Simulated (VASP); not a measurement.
An input for Quantum ESPRESSO's pw.x (written as the equivalent of a VASP run, and not itself run):

```
&CONTROL
  calculation = 'vc-relax'
  pseudo_dir = './pseudo'
  outdir = './out'
  tprnfor = .true.
  tstress = .true.
  nstep = 60
  forc_conv_thr = 0.00039
/
&SYSTEM
  ibrav = 0
  nat = 2
  ntyp = 2
  ecutwfc = 88
  occupations = 'smearing'
  smearing = 'gaussian'
  degauss = 0.003675
  input_dft = 'pbe'
/
&ELECTRONS
  conv_thr = 7.3e-08
  electron_maxstep = 100
/
&IONS
/
&CELL
/
ATOMIC_SPECIES
  Na 22.990 Na.upf
  Br 79.904 Br.upf
CELL_PARAMETERS angstrom
     0.0000000    3.0142553    3.0142553
     3.0142553   -0.0000000    3.0142553
     3.0142553    3.0142553    0.0000000
ATOMIC_POSITIONS crystal
  Na   0.0000000  0.0000000  0.0000000
  Br   0.5000000  0.5000000  0.5000000
K_POINTS automatic
  7 7 7 0 0 0
```

**Question.** Write the VASP files for the same calculation (PBE).

**Answer.** This is not unique; one that fits is 
### KPOINTS
```
Automatic mesh
0
Gamma
7 7 7
0 0 0
```

**INCAR**
```
ALGO = Normal
EDIFF = 1E-6
EDIFFG = -0.01
ENCUT = 480
GGA = PE
IBRION = 2
ISIF = 3
ISMEAR = 0
LASPH = T
LCHARG = F
LMAXMIX = 4
LREAL = F
LWAVE = F
NELM = 100
NSW = 60
PREC = Accurate
SIGMA = 0.05
SYSTEM = NaBr
```

**POSCAR**
```
NaBr
1
    0.0000000000     3.0142552959     3.0142552959
    3.0142552959    -0.0000000000     3.0142552959
    3.0142552959     3.0142552959     0.0000000000
Na Br
1 1
Direct
  0.0000000000   0.0000000000   0.0000000000
  0.5000000000   0.5000000000   0.5000000000
```

POTCAR, in this order: Na_pv Br (PBE.64 set). Program: vasp_std.

Limits of the translation: the potentials are each code's own (VASP's PAW set, PseudoDojo norm-conserving files in pw.x), so ENCUT and ecutwfc are chosen apart and not converted; conv_thr bounds pw.x's estimated SCF error, while EDIFF bounds the energy change between steps; forc_conv_thr acts on force components and is met together with etot_conv_thr.

The compound is NaBr in the rock salt structure. It was relaxed first. The start is the result of an earlier pass.
